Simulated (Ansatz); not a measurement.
**Point defect: In vacancy in In2O3**

Level of theory: DFT PBE, scalar-relativistic, plane waves, PAW in Ansatz 0.2.0. Run with 420 eV cutoff, 2×2×2 k-mesh, shifted by half a step, Gaussian smearing of 0.01 eV, collinear spin.

Host crystal, relaxed:

```xyz
10
Lattice="2.7876 1.6094 4.9190 -2.7876 1.6094 4.9190 0.0000 -3.2189 4.9190" Properties=species:S:1:pos:R:3 pbc="T T T"
In    0.0000    0.0000    9.4858
In    0.0000    0.0000   12.6498
In    0.0000    0.0000    5.2713
In    0.0000    0.0000    2.1073
O    -1.9609   -0.1775    6.1488
O     0.8267    1.7869    6.1488
O     1.1342   -1.6094    6.1488
O     1.9609    0.1775    8.6083
O    -1.1342    1.6094    8.6083
O    -0.8267   -1.7869    8.6083
```

Supercell of 40 atoms, rows in host cell vectors: -1 1 1; 1 -1 1; 1 1 -1. Atoms relax at the host's cell from a start displaced at random by 0.05 Å near the defect, so other minima may exist. The cell is small, so energies carry finite-size errors of tenths of an eV. The host's Kohn–Sham gap is 0.96 eV. Atoms are taken from and returned to the elements' standard states. Charged cells are corrected for image charges with the computed static dielectric tensor (mean 14.2) and aligned with the host's potential at far atoms (alignment terms reach 1.80 eV; the program doubts the alignment in some charges, where it is up to 1.80 eV). No band-filling term is added, and the Fermi level counts from the host's valence band top.

Starting moments were lost in some runs.

Defect: In vacancy at (0.643, 0.643, 0.643) of the host cell.

What is the formation energy of the neutral defect?

8.34 eV.

Does the neutral defect carry a moment, and how do its surroundings relax?

It changes the cell's moment by 3.00 μB. The nearest neighbours before are 3 O at 2.16 Å, 3 O at 2.29 Å; after relaxation the atoms near the site are 1 O at 2.38 Å, 1 O at 2.39 Å, 1 O at 2.40 Å, 2 O at 2.43 Å, 1 O at 2.44 Å, 1 In at 2.94 Å; the largest move is 0.25 Å.

Charges +1, 0, -1, -2, -3 were computed. Which is stable where in the gap?

Among the charges computed the stable one is 0 at the valence band top, changing to -1 at 0.30 eV, changing to -2 at 0.72 eV. In charge +1, -3 the extra carrier would gain by moving to a band edge of the host, so it isn't bound in the gap, though by less than the errors named above. Levels between neighbouring charges: (+1/0) -0.03 eV, (0/-1) 0.30 eV, (-1/-2) 0.72 eV, (-2/-3) 1.04 eV.